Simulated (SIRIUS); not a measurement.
Crystal: CO2.

```
O C
1.0
    -1.97473    1.97473    3.01406
     1.97473   -1.97473    3.01406
     1.97473    1.97473   -3.01406
O C
4 2
Cartesian
  1.3223 0.9874 3.7676
  0.6525 0.9874 0.7535
  2.9621 0.6525 -0.7535
  -0.9874 1.3223 2.2605
  0.0000 0.0000 0.0000
  0.0000 1.9747 1.5070
```

The cell comes from a database or a generator and needn't be the stable form of this composition.

Base run:

```yaml
Program: SIRIUS 7.12.0
Functional: PBEsol
Potentials_or_basis: all-electron FP-LAPW
Cutoff: 418 eV
Basis: apw+lo standard
k_mesh: 9 × 9 × 9
Occupations: fermi-dirac, width 0.05 eV
Spin: no spin polarisation
```

Its results: band gap on the k mesh 7.58 eV, indirect (least direct gap 8.04 eV); largest force 0.174 eV/Å.

Question: The run is repeated on the same cell with these changes: functional from PBEsol to LDA. What comes out?

Answer: Band gap on the k mesh 7.45 eV, indirect (least direct gap 7.93 eV); largest force 0.505 eV/Å.
